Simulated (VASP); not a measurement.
Input of a VASP 6.6.1 run:

INCAR

```
  PREC = Accurate
  ENCUT = 520
  EDIFF = 1E-6
  ISMEAR = 0
  SIGMA = 0.02
  LREAL = False
  LASPH = True
  NELM = 100
  ALGO = Fast
  ISIF = 2
  LWAVE = False
  LCHARG = False
  GGA = PE
  NBANDS = 33
```

File KPOINTS:

```
regular mesh
0
Gamma
  3 3 3
```

Contents of POSCAR:

```
TiO2
1.0
   -1.8921000000      1.8921000000      4.7573000000
    1.8921000000     -1.8921000000      4.7573000000
    1.8921000000      1.8921000000     -4.7573000000
Ti O
2 4
Direct
    0.7500000000      0.2500000000      0.5000000000
    0.0000000000      0.0000000000      0.0000000000
    0.7919000000      0.7919000000      0.0000000000
    0.5419000000      0.0419000000      0.5000000000
    0.9581000000      0.4581000000      0.5000000000
    0.2081000000      0.2081000000      0.0000000000
```

Potentials or basis: VASP PAW PBE potentials, release 64 (Ti_sv, O).

Run with:

```bash
$ cat potpaw_PBE.64/Ti_sv/POTCAR potpaw_PBE.64/O/POTCAR > POTCAR
$ mpirun -np 1 vasp_std > vasp.out
```

Task: Estimate the band gap on the k mesh.

Result: 2.22 eV, indirect (least direct gap 2.46 eV).

Task: What does it give for the largest force?

Result: 0.202 eV/Å.

Stress tensor (GPa, compression positive):
```
4.65 0.00 0.00
0.00 4.65 0.00
0.00 0.00 7.84
```

Caveat: the k mesh is coarse (spacing up to 0.78 Å⁻¹), so the values aren't converged; an odd mesh through Γ misses points on the zone boundary, where band edges often lie.
